If you plan to take a bulk modulus from energy–volume runs such as these, the first decision is whether to pay for a denser k mesh. The total energy gives no warning, because its curve is smooth. The smearing term does give one: it is only about 2 meV per atom, but it rises and falls with volume in a way that free electrons would not. Whether that hump belongs to aluminium or to the mesh decides how far the curvature of the energy can be trusted. A density of states on a finer mesh, available at the top of the hump, points to the mesh.

Body-centred cubic aluminium at a series of fixed volumes, calculated with Ansatz 0.2.0 using the r2SCAN functional, scalar-relativistic PAW and plane waves up to 500 eV, without spin polarization. All runs use an 18×18×18 k mesh and Gaussian smearing of width 0.1 eV; the smearing entropy term is −TS, its contribution to the free energy.

```tsv
volume (Å³/atom)	shortest distance (Å)	smearing entropy term (meV/atom)
14.266	2.646	-1.830
14.753	2.676	-1.910
14.812	2.680	-1.920
15.239	2.705	-2.070
15.540	2.723	-2.190
15.725	2.734	-2.250
16.116	2.756	-2.340
16.212	2.762	-2.340
16.698	2.789	-2.250
17.184	2.816	-2.000
17.833	2.851	-1.650
17.909	2.855	-1.620
```

## What the term measures

In a metal the highest filled states and the lowest empty ones meet at the Fermi level. Smearing replaces the sharp step between filled and empty by a soft one, here 0.1 eV wide, so that the sum over k points behaves well. The price is an artificial entropy term. It is printed as negative because it lowers the free energy; I speak below of its size.

Only states within about two widths of the Fermi level are noticeably part-filled, and nearly all of the term comes from them. The term therefore counts how many states lie there. For a Gaussian width $\sigma$ and a dense set of levels its size is

$$|TS| = \tfrac{1}{2}N\sigma^2 ,$$

where $N$ is the density of states near the Fermi level, in states per eV and atom. A larger term means more states at the Fermi level, as the mesh sees them.

From the smallest volume to about 16.2 Å³ the size grows by 28 %, from 1.83 to 2.34 meV. By the largest volume it has lost 31 % of that maximum. All rows are the same metallic body-centred cubic crystal, calculated without spin, so no change of structure or magnetism is available to explain the turn.

## The tempting explanation: expansion narrows the bands

When atoms move apart, electrons need less kinetic energy and the bands become narrower. The same number of states is then squeezed into a smaller range of energy, so the density of states should rise. Aluminium, with three loosely bound valence electrons, looks like the ideal case for this argument.

The free-electron model turns it into a number. Three electrons in the volume $V$ of one atom fill states up to the wave number $k_F = (9\pi^2/V)^{1/3}$. At 16.212 Å³ this is 1.76 Å⁻¹, and the Fermi energy is $E_F = \hbar^2k_F^2/2m \approx 3.8 \times 1.76^2 \approx 11.8$ eV. The density of states follows as $N = 9/(2E_F) \approx 0.38$ states per eV, and the term as $0.38 \times 0.1^2/2$ eV, or 1.9 meV.

This estimate has no adjustable constant, and it comes within 19 % of the calculated 2.34 meV. That success is what makes the explanation tempting, although the calculated value is itself sampled on a finite mesh, so part of the agreement may be chance. The trend is another matter: the model grows as $V^{2/3}$, by 16 % over the whole range, and never turns. At the largest volume it lies 25 % above the calculated value. Multiplying it by one common factor, fitted to all twelve rows, still leaves a typical miss of 0.28 meV, as the output below shows.

The failure goes deeper than the free-electron formula. Suppose that expansion shrank all spacings between levels by one common factor, whatever the bands look like. At fixed width, that is equivalent to keeping the levels and making the smearing wider, which can only raise the entropy. This holds on a coarse mesh as well as on a dense one. The fall beyond 16.2 Å³ therefore shows that the levels don't all scale together: some states must move away from the Fermi level.

The natural agent is the crystal potential. It mixes electron waves that the lattice can scatter into one another and splits their energies, by amounts that change with volume in their own way. The departure from common scaling need not be large. Between the maximum of the term and the largest volume, the free-electron Fermi energy drops by about 0.8 eV. A state that strays from the common rate by a fifth of this moves by about 0.15 eV relative to the Fermi level, which is one and a half times the smearing width.

## A real peak or the mesh?

The first is a real peak in the density of states. Where a band flattens, many states crowd into a narrow range of energy. If such a crowd drifts through the Fermi level as the crystal expands, the term rises and falls with it. The hump would then be a property of body-centred cubic aluminium.

The second is the mesh. In the free-electron picture, neighbouring k points can differ in energy by about 2 eV at the Fermi level, some twenty times the smearing width. Most points near the Fermi surface thus miss the narrow window, and a few happen to fall inside it. Those few stand for the whole surface.

How few can be worked out. Symmetry makes up to 48 points of the mesh equivalent, so they enter and leave the window together. Such a group is 48 of $18^3$ points, each holding two electrons per band, and one band of it adds at most 0.46 meV, when it sits exactly at the Fermi level. The highest value in the table equals only five full groups, and the whole fall beyond it equals 1.6. Two groups drifting out of the window would be enough to produce it. Most groups sit off centre and count for less: a density of 0.468 states per eV puts about eleven of them within two widths of the Fermi level. With so few, a scatter of roughly $1/\sqrt{11}$, or 30 %, is to be expected, which is the size of the hump.

It is tempting to object that sampling noise should look ragged, while this curve is smooth. That would be right if the k points were chosen afresh at each volume. Here they keep their relative positions in the reciprocal cell, so a group slides gradually through a soft window and leaves a smooth hump behind. Smoothness along the volume axis is no evidence that the mesh is dense enough.

The smearing terms thus reject common narrowing but can't by themselves decide between a real peak and a sampling effect, since both need states that shift against the Fermi level. The count above shows only that the mesh alone can give a hump of this height.

A finer mesh says more. At 16.212 Å³, the top of the hump, the density of states was also calculated with 27×27×27 points. It is 0.386 states per eV at the Fermi level, where the smearing term implies 0.468, and it stays flat nearby, between 0.38 and 0.39. That is close to the free-electron value of 0.38. A real peak drifting through the Fermi level should show up at just this volume, and none does. With 0.386 states per eV the term would be 1.93 meV instead of 2.34, and the difference is less than one full group of mesh points can add.

The high values at the top are therefore most likely made by the 18×18×18 mesh. The check covers one volume only. At the largest volume the term lies 20 % below the free-electron value, and there I have no finer density of states to show whether part of that dip is real.

## What it does to the equation of state

The maximum of the term falls almost exactly at the volume of zero pressure. I see no physical reason for this: equilibrium requires the slope of the total free energy to vanish, not that of one small part. The coincidence has a useful side, though. Near its maximum the term is flat, so it hardly shifts the equilibrium volume.

The bulk modulus is less fortunate, because it depends on curvature, and a hump is curved most at its top. Pressures from the same runs, taken at 15.239 and 17.184 Å³, give a bulk modulus of about 83 GPa. The curvature of the smearing term over the same interval supplies about 1.7 GPa of it, or 2 %. The wide interval itself inflates the modulus by a similar amount: the nearer pair, 15.725 and 16.698 Å³, gives 81.6 GPa. The 2 % is the share of one part of the free energy and not yet an error, because the internal energy changes along with it.

On a dense mesh, about half of that share would be error relative to zero width, since smearing also raises the internal energy and so offsets half of the entropy term. The usual zero-width energy, halfway between free energy and internal energy, would then remove this leading error. It does not repair poor sampling: if the mesh made the hump, adding back half of the term is expected to carry the hump into the zero-width energy. Sampling may also distort the band energy itself by an amount that these runs don't reveal. The modulus also belongs to the body-centred structure, whereas real aluminium is face-centred cubic. Near zero pressure the body-centred form is known to be mechanically unstable; it persists here because every run keeps its cell fixed.

## What to do

Repeat three volumes, the smallest, the largest and one near 16.2 Å³, with twice as many mesh divisions in each direction and the same smearing width. One group of equivalent points then weighs an eighth as much, about 0.06 meV, and two of them can no longer make the hump. If the hump keeps its height, it is most likely a feature of the bands. If it flattens towards the free-electron rise, as the finer density of states suggests it will, the mesh made it, and the bulk modulus needs a full set of volumes on the denser mesh.

Don't begin by reducing the width on the present mesh. A narrower window catches still fewer points, so the result becomes more accidental while the term itself shrinks and looks harmless. Refine the mesh first, then the width.

The same reasoning carries over to other simple metals. With dense sampling and bands that narrow together, the term should grow gently with volume, roughly as $V^{2/3}$. A turn means that some states don't scale with the rest, and a much steeper slope hints at the same. Before giving them a chemical meaning, compare the change with the weight of one group of k points.

The analysis program printed:

```
Smearing term and free electrons:
     row  size of term (meV)  free-electron term (meV)  DOS from term (states/eV/atom)  free-electron DOS (states/eV/atom)
  14.266                1.83                     1.745                           0.366                               0.349
  14.753                1.91                     1.784                           0.382                              0.3569
  14.812                1.92                     1.789                           0.384                              0.3578
  15.239                2.07                     1.823                           0.414                              0.3647
   15.54                2.19                     1.847                           0.438                              0.3695
  15.725                2.25                     1.862                            0.45                              0.3724
  16.116                2.34                     1.893                           0.468                              0.3785
  16.212                2.34                       1.9                           0.468                                0.38
  16.698                2.25                     1.938                            0.45                              0.3876
  17.184                   2                     1.975                             0.4                              0.3951
  17.833                1.65                     2.025                            0.33                               0.405
  17.909                1.62                     2.031                           0.324                              0.4061
Rise from smallest volume to maximum (percent): 27.87
Free-electron rise from 14.266 to 16.212 A3 (percent): 8.899
Fall from maximum to largest volume (percent): 30.77
Free-electron rise over the whole range (percent): 16.37
fit of mag on 12 rows: coefficient of free 1.074 +/- 0.045; rms 0.279, worst 17.909 0.561, leave-one-out rms 0.308
Largest contribution of one full star of mesh points (meV): 0.4644
Maximum of term in units of one full star: 5.039
Fall from maximum to largest volume in units of one full star: 1.551
Largest free-electron energy step between neighbouring mesh points at the Fermi level as mean over rows (eV): 2.102
Volume of zero pressure by interpolation (A3 per atom): 16.21
Bulk modulus from pressures (GPa): 82.89
Share of the smearing term in the bulk modulus (GPa): 1.675
Share of the smearing term in the bulk modulus (percent): 2.021
```
